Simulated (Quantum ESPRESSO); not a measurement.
Runs of Quantum ESPRESSO 7.5 on MnO. Symmetry: Pm-3m, No. 221, cubic system. Conventional cell: a = 2.672 Å, b = 2.672 Å, c = 2.672 Å, α = 90.00°, β = 90.00°, γ = 90.00°. Mn (site symmetry m-3m) is surrounded by 8 O at 2.31 Å. Around O (site symmetry m-3m) lie 8 Mn at 2.31 Å. Measurements of this composition are mostly on another form, of space group No. 225.

```csv
spin,U,fixed moment (μB),k mesh,magnetic state asked for,moments locked,iterations with occupations held,other keys,gap on the mesh (eV),moment (μB)
"collinear, ferromagnetic start",Mn d U = 2 eV,-,3 × 3 × 3,free,none,-,-,0.85,5.00
"collinear, ferromagnetic start",Mn d U = 3 eV,-,3 × 3 × 3,free,none,5,-,0.96,5.00
"collinear, ferromagnetic start",Mn d U = 2 eV,5.0,3 × 3 × 3,fm,total,-,-,-,5.00
off,Mn d U = 2 eV,-,"3 × 3 × 3, shifted",nm,none,8,kshift = 1 × 1 × 1; verbose = yes,(a),-
```

Alike in all rows: task single point; level PBE+U; potentials or basis PseudoDojo 0.5 SR PBE standard; cell as given; cutoff (eV) 1306; smearing gaussian 0.05 eV; the mesh is coarse, so values aren't converged.

Estimate the missing entries.

(a) none.

Caveats: all runs use coarse meshes; a cell with one magnetic atom can't hold antiferromagnetic order, which such compounds often take (some runs); an odd mesh through Γ misses points on the zone boundary, where band edges often lie (some runs); the total moment is fixed, so each spin has its own Fermi level (some runs); an odd number of electrons without spin polarisation forces a metal (some runs); a magnetic or distorted state may lie lower (some runs); U without spin polarisation on a metal has little footing (some runs).

A gap of «none» marks a metal or a gap under the smearing width.
